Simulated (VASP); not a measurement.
# AlGa7N8 (P3m1) in VASP: further runs, part 2 of 2

VASP 6.6.1. Earlier steps stand in the parts before.

## Step 3: Relaxation of cell and atoms, PBEsol

This run uses another cell than the first one, of 11.24 Å³/atom, 1.003 times its volume.

INCAR

```
  PREC = Accurate
  ENCUT = 600
  EDIFF = 1E-7
  ISMEAR = 0
  SIGMA = 0.03
  LREAL = F
  LASPH = T
  NELM = 80
  ALGO = Normal
  ISIF = 3
  LWAVE = F
  LCHARG = F
  GGA = PS
  IBRION = 2
  NSW = 90
  EDIFFG = -0.005
  KPAR = 4
```

KPOINTS

```
Automatic mesh
0
Gamma
  6 6 5
```

POSCAR

```
AlGa7N8                                 
1.0
    0.0000000000      0.0000000000     -5.1615172778
    3.1712617110      5.4927864098     -0.0000000000
    3.1712617110     -5.4927864098      0.0000000000
  Al              Ga              N             
     1     7     8
Direct
     0.0015941741028493    0.1666666699999979    0.3333333300000021
     0.0011490597799923    0.1672453289925621    0.8336226594962842
     0.0011490597799923    0.6663773405037158    0.3327546710074378
     0.0011490597799923    0.6663773405037158    0.8336226594962842
     0.5005974010926689    0.3325418128379925    0.6650836356759787
     0.5005974010926689    0.3325418128379925    0.1674581871620075
     0.5010039816446880    0.8333333300000021    0.6666666699999979
     0.5005974010926689    0.8349163643240213    0.1674581871620075
     0.6335111930422479    0.1666666699999979    0.3333333300000021
     0.6231984872913049    0.1672321913248001    0.8336160906624031
     0.6231984872913049    0.6663839093375969    0.3327678086751998
     0.6231984872913049    0.6663839093375969    0.8336160906624031
     0.1217313977987452    0.3299523496660372    0.6599047093320680
     0.1217313977987452    0.3299523496660371    0.1700476503339629
     0.1238616133220814    0.8333333300000021    0.6666666699999979
     0.1217313977987452    0.8400952906679320    0.1700476503339628
```

Potentials or basis: VASP PAW PBE potentials, release 64 (Al, Ga_d, N).

Launch:

```sh
$ cat potpaw_PBE.64/Al/POTCAR potpaw_PBE.64/Ga_d/POTCAR potpaw_PBE.64/N/POTCAR > POTCAR
$ mpirun -np 4 vasp_std > vasp.out
```

OUTCAR:

```text
PREC = Accurate
   ENCUT = 600
   EDIFF = 1E-7
   ISMEAR = 0
   LREAL = F
   LASPH = T
   NELM = 80
   ISIF = 3
   GGA = PS
   IBRION = 2
   NSW = 90
   EDIFFG = -0.005

 ion  position               nearest neighbor table
   1  0.002  0.167  0.333-  14 1.90  13 1.90  16 1.90   9 1.90
   2  0.001  0.167  0.834-  15 1.94  13 1.95  14 1.95  10 1.95
   3  0.001  0.666  0.333-  15 1.94  16 1.95  14 1.95  11 1.95
   4  0.001  0.666  0.834-  15 1.94  13 1.95  16 1.95  12 1.95
   5  0.501  0.333  0.665-  10 1.94  12 1.94   9 1.95  13 1.96
   6  0.501  0.333  0.167-  10 1.94  11 1.94   9 1.95  14 1.96
[... 8 lines left out ...]
  15  0.124  0.833  0.667-   4 1.94   3 1.94   2 1.94   7 1.95
  16  0.122  0.840  0.170-   1 1.90   3 1.95   4 1.95   8 1.96

  LATTYP: Found a hexagonal cell.
 ALAT       =     6.3425234239
 C/A-ratio  =     0.8137955405

  Lattice vectors:

 A1 = (   3.1712617110,   5.4927864098,   0.0000000000)
 A2 = (   3.1712617110,  -5.4927864098,   0.0000000000)
 A3 = (   0.0000000000,   0.0000000000,  -5.1615172778)

Analysis of symmetry for initial positions (statically):
=====================================================================
 Subroutine PRICEL returns:
 Original cell was already a primitive cell.

 Routine SETGRP: Setting up the symmetry group for a
 hexagonal supercell.

 Subroutine GETGRP returns: Found  6 space group operations
 (whereof  2 operations were pure point group operations)
 out of a pool of 24 trial point group operations.

The static configuration has the point symmetry C_1h.
 The point group associated with its full space group is C_3v.

Analysis of symmetry for dynamics (positions and initial velocities):
=====================================================================
 Subroutine PRICEL returns:
 Original cell was already a primitive cell.

 Routine SETGRP: Setting up the symmetry group for a
 hexagonal supercell.

[... 181 lines left out ...]
   LHFCALC =     F    Hartree Fock is set to
   AEXX    =    0.0000 exact exchange contribution
   IVDW    =     0    specifies the selected vdW correction
   LEPSILON=     F    determine dielectric tensor
   LRPA    =     F    only Hartree local field effects (RPA)
 conjugate gradient relaxation of ions
 non-spin polarized calculation
 Gauss-broadening in eV      SIGMA  =   0.03
  energy-cutoff  :      600.00
  volume of cell :      179.82
 maximum number of plane-waves:      6022
 NGX is ok and might be reduce to    42
   NGX = 21   NGY = 25   NGZ = 25

 number of electron     134.0000023 magnetization

 Free energy of the ion-electron system (eV)
  ---------------------------------------------------
  ext. energy  EPLUGINS =         0.00000000
  ---------------------------------------------------
  free energy    TOTEN  =      -107.57719057 eV

  energy without entropy =     -107.57719057  energy(sigma->0) =     -107.57719057

 E-fermi :   5.5249     XC(G=0): -11.8423

 val. band max:        5.3344205536   @ k =   0.0000   0.0000   0.0000
 cond. band min:       7.4999276388   @ k =   0.0000   0.0000   0.0000
 fundamental gap:      2.1655070852
 Fermi energy:         5.5249116502

 k-point     1 :       0.0000    0.0000    0.0000
  band No.  band energies     occupation
      1     -10.5851      2.00000
      2      -9.6128      2.00000
      3      -9.6018      2.00000
      4      -9.6018      2.00000
      5      -9.5957      2.00000
      6      -9.2772      2.00000
[... 1957 lines left out ...]
     78      13.2445      0.00000
     79      13.3719      0.00000

 [... further k-points ...]

 [bands above 79 left out]

------------------------ aborting loop because EDIFF is reached ----------------------------------------

  FORCE on cell =-STRESS in cart. coord.  units (eV):
  Direction    XX          YY          ZZ          XY          YZ          ZX
  --------------------------------------------------------------------------------------
  -------------------------------------------------------------------------------------
  Total       -0.0400010     -0.0400010     -0.0200205      0.0000000      0.0000000      0.0000000
  in kB       -0.3564099     -0.3564099     -0.1783826      0.0000000      0.0000000      0.0000000
  external PRESSURE =      -0.2970675 kB  Pullay stress =       0.0000000 kB

 VOLUME and BASIS-vectors are now :
 -----------------------------------------------------------------------------
  energy-cutoff  :      600.00
  volume of cell :      179.82
      direct lattice vectors                 reciprocal lattice vectors
     0.000000000  0.000000000 -5.161517278     0.000000000  0.000000000 -0.193741481
     3.171261711  5.492786410  0.000000000     0.157665953  0.091028480  0.000000000
     3.171261711 -5.492786410  0.000000000     0.157665953 -0.091028480  0.000000000

 POSITION                                       TOTAL-FORCE (eV/Angst)
 -----------------------------------------------------------------------------------
      1.58563     -0.91546     -0.00823         0.000000      0.000000     -0.001256
      3.17401     -3.66027     -0.00593        -0.000617     -0.000356      0.001597
      3.16851      1.83252     -0.00593         0.000617     -0.000356      0.001597
      4.75689     -0.91864     -0.00593         0.000000      0.000712      0.001597
      3.16373     -1.82658     -2.58384        -0.002162      0.001248     -0.003530
      1.58563      0.90677     -2.58384         0.000000     -0.002496     -0.003530
[... 8 lines left out ...]
      4.75689      0.91546     -0.63931         0.000000      0.000000      0.002299
      3.20343      3.68043     -0.62832        -0.002689     -0.001552      0.000955
 -----------------------------------------------------------------------------------
    total drift:                                0.000026      0.000134     -0.000623

  FREE ENERGIE OF THE ION-ELECTRON SYSTEM (eV)
  ---------------------------------------------------
  free  energy   TOTEN  =      -107.5771905659 eV

  energy  without entropy=     -107.5771905659  energy(sigma->0) =     -107.57719057

 reached required accuracy - stopping structural energy minimisation
```

It took 6.4 min on 4 MPI ranks of Intel Xeon 6975P-C (Granite Rapids), shared host; peak memory 1.1 GiB.

What came out:

| Item | Value |
| --- | --- |
| Free energy | -107.5772 eV |
| Pressure after relaxing | 0.0 GPa |
| Largest force after relaxing | 0.005 eV/Å |
| Band gap on the k mesh | 2.17 eV, direct |

Forces in eV/Å, atoms in the order of the input:
```
Al   0.000  0.000 -0.001
Ga  -0.001  0.000  0.002
Ga   0.001  0.000  0.002
Ga   0.000  0.001  0.002
Ga  -0.002  0.001 -0.004
Ga   0.000 -0.002 -0.004
Ga   0.000  0.000  0.005
Ga   0.002  0.001 -0.004
N    0.000  0.000 -0.002
N   -0.004 -0.002  0.000
N    0.004 -0.002  0.000
N    0.000  0.004  0.000
N    0.003 -0.002  0.001
N    0.000  0.003  0.001
N    0.000  0.000  0.002
N   -0.003 -0.002  0.001
```

Final structure:
```yaml
crystal:
  lattice:
    - [0.00000, 0.00000, -5.16152]
    - [3.17126, 5.49279, 0.00000]
    - [3.17126, -5.49279, 0.00000]
  atoms:
    - { symbol: Al, position: [0.00159, 0.16667, 0.33333] }
    - { symbol: Ga, position: [0.00115, 0.16725, 0.83362] }
    - { symbol: Ga, position: [0.00115, 0.66638, 0.33275] }
    - { symbol: Ga, position: [0.00115, 0.66638, 0.83362] }
    - { symbol: Ga, position: [0.50060, 0.33254, 0.66508] }
    - { symbol: Ga, position: [0.50060, 0.33254, 0.16746] }
    - { symbol: Ga, position: [0.50100, 0.83333, 0.66667] }
    - { symbol: Ga, position: [0.50060, 0.83492, 0.16746] }
    - { symbol: N, position: [0.63351, 0.16667, 0.33333] }
    - { symbol: N, position: [0.62320, 0.16723, 0.83362] }
    - { symbol: N, position: [0.62320, 0.66638, 0.33277] }
    - { symbol: N, position: [0.62320, 0.66638, 0.83362] }
    - { symbol: N, position: [0.12173, 0.32995, 0.65990] }
    - { symbol: N, position: [0.12173, 0.32995, 0.17005] }
    - { symbol: N, position: [0.12386, 0.83333, 0.66667] }
    - { symbol: N, position: [0.12173, 0.84010, 0.17005] }
```

Caveat: the relaxation stopped at its first step, so nothing moved; the PAW data sets were made with another functional, which shifts forces and pressure a little.
